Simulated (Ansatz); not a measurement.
## PbF2: distorted cells

Level of theory: DFT PBE, scalar-relativistic, plane waves, PAW (Ansatz).

Cutoff 420 eV; k points 8×8×8 on the computed 3-atom cell (Γ-centred); Gaussian smearing, width 0.02 eV; no spin polarisation.

Reference cell:

```
CELL_PARAMETERS angstrom
0.00000 2.96985 2.96985
2.96985 0.00000 2.96985
2.96985 2.96985 0.00000
ATOMIC_POSITIONS crystal
Pb 0.00000 0.00000 0.00000
F 0.25000 0.25000 0.25000
F 0.75000 0.75000 0.75000
```

Each variant moves atoms of this cell by the vectors given, if any (Å), and then applies a symmetric strain (tensor components, Cartesian axes). The reference cell isn't relaxed at this level. Energies are per atom at zero smearing, counted from the lowest variant. Pressure is positive in compression.

1. strain (xx yy zz yz xz xy, %) 4.64 4.64 4.64 2.00 2.00 2.00; moves: F2 (-0.071, -0.071, -0.071); F3 (0.071, 0.071, 0.071)
2. strain (xx yy zz yz xz xy, %) 1.58 1.58 1.58 -2.00 2.00 2.00; moves: F2 (0.071, -0.071, -0.071); F3 (-0.071, 0.071, 0.071)
3. strain (xx yy zz yz xz xy, %) -2.86 -2.86 -2.86 0.00 0.00 0.00
4. strain (xx yy zz yz xz xy, %) 5.46 2.42 2.51 -0.97 -0.07 0.19; moves: Pb1 (-0.047, -0.028, 0.074); F2 (-0.058, -0.029, -0.049); F3 (0.105, 0.058, -0.024)
5. strain (xx yy zz yz xz xy, %) 0.55 0.55 0.55 0.00 0.00 0.00
6. strain (xx yy zz yz xz xy, %) -1.21 -1.21 -1.21 -2.00 -2.00 -2.00; moves: F2 (0.042, 0.042, 0.042); F3 (-0.042, -0.042, -0.042)

| result | ΔE (meV/atom) | P (GPa) | largest force (eV/Å) | gap on mesh (eV) |
| --- | --- | --- | --- | --- |
| A | 23.7 | 5.24 | 0.05 | 4.40 |
| B | 57.1 | 10.38 | 0.00 | 4.39 |
| C | 56.0 | -5.54 | 0.38 | 4.05 |
| D | 0.0 | 0.98 | 0.00 | 4.42 |
| E | 29.1 | -3.35 | 0.30 | 4.11 |
| F | 13.2 | -1.18 | 0.28 | 4.31 |

Question: Which variant gave which result?

Answer: A is 6, B is 3, C is 1, D is 5, E is 4, F is 2. The pressure falls as the cell grows: from the smallest volume to the largest the variants are 3, 6, 5, 2, 4, 1.

Spin-orbit coupling is left out, which matters for the bands of heavy elements.